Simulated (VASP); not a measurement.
## CuO: equation of state with PBE

The system is CuO.

```
CELL_PARAMETERS angstrom
2.34465 -1.71340 0.00000
2.34465 1.71340 0.00000
-0.86055 0.00000 5.05944
ATOMIC_POSITIONS crystal
Cu 0.00320 0.49680 0.00000
Cu 0.49680 0.00320 0.50000
O 0.57140 0.40560 0.25370
O 0.40560 0.57140 0.75370
```

```yaml
Program: VASP 6.6.1
Task: equation of state
Functional: PBE
Potentials_or_basis: VASP PAW PBE potentials, release 64 (Cu, O)
Cutoff: 520 eV
k_mesh: 10 × 10 × 5
Occupations: fermi-dirac, width 0.05 eV
Spin: no spin polarisation
Further_INCAR_settings: ALGO = Normal; EDIFF = 1e-07; NBANDS = 25
```

* Equilibrium volume: 10.55 Å³/atom
* Bulk modulus at fixed shape and positions: 160 GPa
* Pressure derivative of the bulk modulus: 4.7

Energy against volume, from the lowest point:
```
volume (Å³/atom)  energy (meV/atom)
           9.553              57.20
           9.756              34.91
           9.959              18.65
          10.163               7.78
          10.366               1.72
          10.569               0.00
          10.772               2.15
```

All runs of the series together: 8.8 min on 1 thread of Intel(R) Xeon(R) 6975P-C (Granite Rapids), with other jobs on the host.

Caveat: the cell was scaled at fixed shape and fractional positions, which overstates the stiffness of a crystal with free parameters, most of all of layers and chains; the run has no spin polarisation, though such a crystal can be magnetic.
